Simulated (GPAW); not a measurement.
GaCuSe2:

```
CELL_PARAMETERS angstrom
-2.80955 2.80955 5.51300
2.80955 -2.80955 5.51300
2.80955 2.80955 -5.51300
ATOMIC_POSITIONS crystal
Se 0.12562 0.62500 0.00062
Se 0.87500 0.87438 0.49938
Se 0.62438 0.12500 0.99938
Se 0.37500 0.37562 0.50062
Ga 0.25000 0.75000 0.50000
Ga 0.50000 0.50000 0.00000
Cu 0.75000 0.25000 0.50000
Cu 0.00000 0.00000 0.00000
```

Base run:

* Program: GPAW 26.7.0
* Functional: PBE
* Potentials or basis: GPAW PAW data sets (gpaw-data 1.2.1)
* Cutoff: 450 eV
* Basis: pw
* k mesh: 5 × 5 × 5
* Occupations: fermi-dirac, width 0.001 eV
* Spin: no spin polarisation
* Hubbard terms: Cu d U = 8.0 eV

Its results: band gap on the k mesh 0.93 eV, direct; electronic dielectric tensor (diagonal) 9.55, 9.55, 10.48.

The run is repeated on the same cell with these changes: hubbard terms from Cu d U = 8.0 eV to Cu d U = 4.0 eV. What comes out?

Band gap on the k mesh 0.62 eV, direct; electronic dielectric tensor (diagonal) 13.38, 13.38, 16.68.

Caveats: the long-wavelength limit can be off by several per cent where d states take part; response on these states lacks terms of the Hamiltonian; the gap is small at this level, which inflates the dielectric constant (some runs).

A k mesh can miss the band edges.

Not every run made on this cell is shown here.
